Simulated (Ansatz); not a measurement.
BaTe: the gap against volume

BaTe, Fm-3m, a = 7.065 Å. Ansatz: PBE, PAW, 420 eV, Γ-centred 8×8×8 mesh on 2 atoms, Gaussian smearing 0.02 eV; no spin polarisation. Symmetry fixes shape and atoms, so the cell is only scaled; x = ln(V/V0) with V0 = 44.071 Å³/atom. The gap is read at the mesh points alone.

| x | gap y (eV) |
| --- | --- |
| -0.1278 | 1.373 |
| -0.0943 | 1.456 |
| -0.0619 | 1.530 |
| -0.0305 | 1.596 |
| 0.0000 | 1.655 |
| 0.0296 | 1.708 |
| 0.0583 | 1.755 |
| 0.0953 | ? |

Q: Fit a straight line to the other rows, give the volume deformation potential of the gap and its pressure coefficient, and predict the missing gap. B0 = 28.6 GPa.

A: Means x = -0.03237, y = 1.5819; Σ(Δx)² = 0.02693, ΣΔxΔy = 0.05517; the slope is their ratio. y = 1.6482 + 2.0488 x. The slope is the deformation potential a = dE_g/d ln V = 2.05 eV, and dE_g/dP = −a/B0 = -71.6 meV/GPa. With a term in x² added, the coefficient of x becomes 1.863, 9 % less, which shows how far this figure hangs on the form. At x = 0.0953 the fit asked for gives 1.843 eV. The run gave 1.809 eV, so the fit is 0.034 eV too high, 7.8 % of the span of the series, against an rms of 0.009 eV on the fitted rows. The row lies outside the fitted range. With a term in x² added, a fit to the same known rows predicts 1.808 eV, so most of the miss is curvature that the known rows already hold.

Spin-orbit coupling is left out, which matters for the bands of heavy elements. Semilocal functionals give gaps under the measured ones; changes of the gap mostly carry over better.